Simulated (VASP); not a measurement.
Runs of VASP 6.6.1 on Na2S. Symmetry: Fm-3m, No. 225, cubic system. Conventional cell: a = 6.547 Å, b = 6.547 Å, c = 6.547 Å, α = 90.00°, β = 90.00°, γ = 90.00°. S (site symmetry m-3m) is surrounded by 8 Na at 2.83 Å. Around Na (site symmetry -43m) lie 4 S at 2.83 Å. 

```csv
task,level,potentials or basis,k mesh,cutoff (eV),smearing,mesh quality,gap on the mesh (eV),pressure (GPa)
single point,PBE,"VASP PAW PBE potentials, release 64 (S_GW, Na_sv_GW)",4 × 4 × 4,450,gaussian 0.02 eV,not flagged,2.48,0.3
single point,PBE,"VASP PAW PBE potentials, release 64 (S_GW, Na_sv_GW)",3 × 3 × 3,450,gaussian 0.02 eV,coarse,2.47,0.4
single point,PBEsol,"VASP PAW PBE potentials, release 64 (S, Na)",7 × 7 × 7,500,gaussian 0.1 eV,not flagged,2.36,(b)
single point,PBE,"VASP PAW PBE potentials, release 64 (S_GW, Na_sv_GW)",4 × 4 × 4,500,gaussian 0.02 eV,not flagged,2.48,(a)
```

Alike in all rows: no spin polarisation; cell as given.

Problem. Estimate the missing entries.

Solution. (a) 0.1; (b) -1.0.

Caveats: some runs use coarse meshes; the cutoff is under 1.25 times the usual one of these potentials, so pressure, stress and relaxed cells hold a basis-set (Pulay) error (some runs); an odd mesh through Γ misses points on the zone boundary, where band edges often lie (some runs); the PAW data sets were made with another functional, which shifts forces and pressure a little (some runs).

Not every run made on this cell is shown here.
